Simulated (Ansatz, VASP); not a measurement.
**SiO2 in VASP and in Ansatz**

```
Si O
1.0
     5.05025    0.00000    0.00000
    -2.52513    4.37365    0.00000
     0.00000    0.00000    5.53706
Si O
3 6
Cartesian
  -1.2626 2.1868 1.8457
  1.2626 2.1868 3.6914
  2.5251 0.0000 0.0000
  0.9471 3.4626 4.6142
  2.5251 2.5515 2.7685
  3.4722 0.9111 0.9228
  1.5780 0.9111 4.6142
  0.0000 1.8222 2.7685
  -0.9471 3.4626 0.9228
```

Alike in both runs: functional LDA; k mesh 6 × 6 × 4; occupations gaussian, width 0.02 eV; no spin polarisation.

Ansatz relaxed the structure, and its values are those at the end. VASP's run is a single point on that final structure, the one shown.

```csv
,VASP,Ansatz
version,VASP 6.6.1,Ansatz 0.2.0
potentials or method,"VASP PAW LDA potentials, release 64 (Si, O)","scalar-relativistic, plane waves, PAW"
plane-wave cutoff (eV),520,420
valence electrons in the cell,48,48
```

VASP gave:

- gap on the k mesh at the Fermi level (eV): 5.47
- least direct gap on the mesh (eV): 5.66
- pressure (GPa): -0.4
- rms of the force components (eV/Å): 0.000

Task: What did Ansatz give for the same quantities?

Result: gap on the k mesh at the Fermi level (eV): 5.47; least direct gap on the mesh (eV): 5.66; pressure (GPa): -1.0; rms of the force components (eV/Å): 0.003.

A k mesh can miss the band edges. Expect the measured gap to be larger: semilocal functionals such as LDA lack the derivative discontinuity.
